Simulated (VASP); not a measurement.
Te:

```xyz
3
Lattice="4.6014 0.0000 0.0000 -2.3007 3.9849 0.0000 0.0000 0.0000 5.9001" Properties=species:S:1:pos:R:3 pbc="T T T"
Te    1.1812    0.0000    1.9667
Te   -0.5906    1.0229    3.9334
Te    1.7101    2.9620    0.0000
```

- Program: VASP 6.6.1
- Task: relaxation of cell and atoms
- Functional: PBEsol
- Potentials or basis: VASP PAW PBE potentials, release 64 (Te)
- Cutoff: 600 eV
- k mesh: 9 × 9 × 6
- Occupations: gaussian, width 0.1 eV
- Spin: no spin polarisation

At the start: pressure -1.6 GPa; volume 36.06 Å³/atom.

Problem. How do energy, volume and symmetry change on relaxing?

Solution. Over 15 steps the energy falls by 38.2 meV/atom and the volume is 32.02 Å³/atom (-11.2 %); space group P3_121 (No. 152, to 0.05 Å).

Step by step:
| step | energy change (eV) | largest force (eV/Å) | pressure (GPa) | volume (Å³) |
| --- | --- | --- | --- | --- |
| 1 | 0.0000 | 0.1672 | -1.55 | 108.18 |
| 2 | -0.0283 | 0.4462 | 0.49 | 102.80 |
| 3 | -0.0283 | 0.4330 | 0.39 | 103.04 |
| 4 | -0.0592 | 0.3531 | 0.42 | 101.05 |
| 5 | -0.1041 | 0.1640 | 1.21 | 95.15 |
| 6 | -0.0962 | 0.1117 | -1.72 | 99.37 |
| 7 | -0.1135 | 0.0360 | -0.11 | 96.90 |
| 8 | -0.1135 | 0.0383 | -0.08 | 96.86 |
| 9 | -0.1139 | 0.0313 | -0.06 | 96.68 |
| 10 | -0.1145 | 0.0104 | 0.03 | 96.14 |
| 11 | -0.1145 | 0.0065 | 0.03 | 96.03 |
| 12 | -0.1145 | 0.0045 | 0.04 | 95.98 |
| 13 | -0.1145 | 0.0054 | 0.05 | 96.01 |
| 14 | -0.1144 | 0.0123 | -0.12 | 96.23 |
| 15 | -0.1145 | 0.0009 | 0.01 | 96.06 |

Final structure:
```cif
data_structure
_symmetry_space_group_name_H-M 'P 1'
_symmetry_Int_Tables_number 1
_cell_length_a 4.3118
_cell_length_b 4.3118
_cell_length_c 5.9663
_cell_angle_alpha 90.000
_cell_angle_beta 90.000
_cell_angle_gamma 120.000
_cell_volume 96.06
loop_
_atom_site_label
_atom_site_type_symbol
_atom_site_fract_x
_atom_site_fract_y
_atom_site_fract_z
_atom_site_occupancy
Te1 Te 0.28469 0.00000 0.33333 1
Te2 Te 0.00000 0.28469 0.66667 1
Te3 Te 0.71531 0.71531 0.00000 1
```

Caveat: the PAW data sets were made with another functional, which shifts forces and pressure a little.
